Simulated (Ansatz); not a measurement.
The system is CoO.

```xyz
2
Lattice="-1.5080 1.5080 2.1072 1.5080 -1.5080 2.1072 1.5080 1.5080 -2.1072" Properties=species:S:1:pos:R:3 pbc="T T T"
Co    0.0000    0.0000    0.0000
O     0.0000    0.0000    2.1072
```

```yaml
Program: Ansatz 0.2.0
Task: relaxation of cell and atoms
Functional: PBEsol
Potentials_or_basis: Ansatz PAW
Cutoff: "420 eV (not typed: the program's choice for these potentials)"
k_mesh: 12 × 12 × 12
Occupations: fermi-dirac, width 0.05 eV
Spin: collinear spin, ferromagnetic start
Starting_moments: "[2.0, 0.0] μB"
```

At the start: volume 9.58 Å³/atom.

Q: Where does the relaxation end?

A: It ends after 9 steps and the volume is 9.06 Å³/atom (-5.5 %); space group Fm-3m (No. 225, to 0.05 Å); moment 2.76 μB per cell.

Step by step:
```
step  energy change (eV)  largest force (eV/Å)  volume (Å³)
   1              0.0000                0.0000        19.17
   2             -0.0240                0.0000        18.67
   3             -0.0340                0.0000        18.17
   4             -0.0341                0.0000        18.15
   5             -0.0341                0.0000        18.15
   6             -0.0342                0.0000        18.15
   7             -0.0303                0.0000        18.15
   8             -0.0305                0.0000        18.12
   9             -0.0303                0.0000        18.12
```

Final structure:
```
Co O
1.0
    -1.47425    1.47425    2.08410
     1.47425   -1.47425    2.08410
     1.47425    1.47425   -2.08410
Co O
1 1
Direct
  0.00000 0.00000 0.00000
  0.50000 0.50000 0.00000
```

Caveat: the plane-wave basis is chosen anew once the cell has moved, so the energies of steps on either side of that aren't comparable; the pressure holds a Pulay correction of +0.8 GPa for the finite cutoff; a cell with one magnetic atom can't hold antiferromagnetic order, which such compounds often take; the PAW data sets come from PBE, with cores solved anew for the run's functional, which leaves a small shift of forces and pressure.
